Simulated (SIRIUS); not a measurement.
**PtSe2 (Sudovikovite) in SIRIUS: the effect of functional**

PtSe2 (Sudovikovite):

```
CELL_PARAMETERS angstrom
3.72400 0.00000 0.00000
-1.86200 3.22508 0.00000
0.00000 0.00000 5.06200
ATOMIC_POSITIONS crystal
Pt 0.00000 0.00000 0.00000
Se 0.66667 0.33333 0.75000
Se 0.33333 0.66667 0.25000
```

Alike in all runs:

```yaml
Program: SIRIUS 7.12.0
Task: single point
Potentials_or_basis: all-electron FP-LAPW
Cutoff: 198 eV
Basis: apw+lo standard
k_mesh: 8 × 8 × 5
Occupations: fermi-dirac, width 0.05 eV
Spin: no spin polarisation
```

```csv
functional,largest force (eV/Å)
LDA,0.20
PBEsol,0.34
WC,0.44
AM05,0.18
PW91,0.62
revPBE,0.62
RPBE,?
BLYP,1.00
```

Q: What does the run with functional RPBE give?

A: Largest force 0.63 eV/Å.

Caveats: forces of over 1 eV/Å show positions far from the minimum, so gaps and moduli don't describe the material at rest (some runs).

Runs at the PBE level aren't shown here.
